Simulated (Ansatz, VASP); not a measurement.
**One calculation of CuO, two programs**

The input INCAR:

```
PREC = Accurate
ENCUT = 520
EDIFF = 1E-6
ISMEAR = 0
SIGMA = 0.1
LREAL = F
LASPH = T
NELM = 100
ALGO = Normal
ISIF = 2
LWAVE = F
LCHARG = F
GGA = PE
NBANDS = 16
```

Contents of KPOINTS:

```
Automatic mesh
0
Gamma
  18 18 18
```

POSCAR

```
CuO
1.0
    0.0000000000      2.0329135488      2.0329135488
    2.0329135488      0.0000000000      2.0329135488
    2.0329135488      2.0329135488      0.0000000000
Cu O
1 1
Direct
    0.0000000000      0.0000000000      0.0000000000
    0.5000000000      0.5000000000      0.5000000000
```

Input for Ansatz:

```yaml
crystal:
  lattice:
    - [0.0, 2.0329135488, 2.0329135488]
    - [2.0329135488, 0.0, 2.0329135488]
    - [2.0329135488, 2.0329135488, 0.0]
  atoms:
    - { symbol: Cu, position: [0.0, 0.0, 0.0] }
    - { symbol: O, position: [0.5, 0.5, 0.5] }
basis:
  ecutwfc: 420
kpoints:
  mp_grid: { grid: [18, 18, 18] }
hamiltonian:
  xc: pbe
scf:
  occupations: { method: gaussian, width: 0.1 }
output:
  forces: true
  stress: true
  eigenvalues: true
```

Alike in both runs: task single point; functional PBE; k mesh 18 × 18 × 18; occupations gaussian, width 0.1 eV; no spin polarisation.

|  | VASP | Ansatz |
| --- | --- | --- |
| version | VASP 6.6.1 | Ansatz 0.2.0 |
| potentials or method | VASP PAW PBE potentials, release 64 (Cu, O) | scalar-relativistic, plane waves, PAW |
| plane-wave cutoff (eV) | 520 | 420 |
| valence electrons in the cell | 17 | 25 |

```tsv
	VASP	Ansatz	Ansatz less VASP
gap on the k mesh at the Fermi level (eV)	none	none	-
pressure (GPa)	31.5	30.8	-0.71
```

A gap of «none» marks a metal or a gap that the smearing closes. The two sets of potentials don't hold the same shells in valence.

Caveats: so large a pressure means that the cell lies far from this level's equilibrium, or that cutoff or potentials fall short (VASP); an odd number of electrons without spin polarisation forces a metal; a magnetic or distorted state may lie lower; the run has no spin polarisation, though such a crystal can be magnetic; semilocal functionals often make such compounds metallic where correlation or magnetic order opens a gap, which also shifts bond lengths.
